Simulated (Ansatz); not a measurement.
Crystal: BaTiO3.

```
Ba Ti O
1.0
    -3.99980    0.00000    0.00000
     0.00000    0.00000   -4.01800
     0.00000   -7.99960    0.00000
Ba Ti O
2 2 6
Direct
  0.00144 0.02304 0.50759
  0.99856 0.97696 0.99241
  0.48033 0.56319 0.23580
  0.51967 0.47281 0.76420
  0.49380 0.96597 0.25815
  0.50620 0.00203 0.74185
  0.50761 0.49933 0.50744
  0.49239 0.47067 0.99256
  0.01522 0.48841 0.27113
  0.98478 0.48159 0.72887
```

The cell isn't the ideal one: a zone-boundary wave of random shape, sigma 0.1 Å.

```yaml
Program: Ansatz 0.2.0
Task: relaxation of cell and atoms
Functional: PBE
Dispersion: D4
Potentials_or_basis: Ansatz PAW
Cutoff: "420 eV (not typed: the program's choice for these potentials)"
k_mesh: 7 × 7 × 4
Occupations: fermi-dirac, width 0.05 eV
Spin: no spin polarisation
```

At the start: volume 12.86 Å³/atom.

Problem. Where does the relaxation end?

Solution. It ends after 10 steps and the volume is 13.03 Å³/atom (+1.4 %); space group Cmc2_1 (No. 36, to 0.05 Å).

Step by step:
```tsv
step	energy change (eV)	largest force (eV/Å)	volume (Å³)
1	0.0000	6.6918	128.56
2	-1.4047	2.5712	132.18
3	-1.4928	0.0701	121.45
4	-1.6279	0.3947	130.33
5	-1.7098	0.1245	130.38
6	-1.7141	0.0187	130.17
7	-1.7142	0.0056	130.17
8	-1.7212	0.0056	130.17
9	-1.7209	0.0020	130.32
10	-1.7215	0.0020	130.32
```

Final structure:
```xyz
10
Lattice="-3.9938 0.0000 0.0031 0.0031 0.0000 -3.9966 0.0000 -8.1649 -0.0001" Properties=species:S:1:pos:R:3 pbc="T T T"
Ba    0.0103   -4.1310    0.0114
Ba   -4.0010   -8.2135   -3.9603
Ti   -1.9422   -2.1543   -2.0300
Ti   -2.0487   -6.2368   -1.9190
O    -2.0204   -2.0047   -3.9290
O    -1.9702   -6.0871   -0.0195
O    -1.9942   -3.9947   -1.9755
O    -1.9964   -8.0772   -1.9732
O    -0.0398   -2.0040   -1.9477
O    -3.9507   -6.0865   -2.0008
```

Caveat: the plane-wave basis is chosen anew once the cell has moved, so the energies of steps on either side of that aren't comparable; the pressure holds a Pulay correction of +0.5 GPa for the finite cutoff.
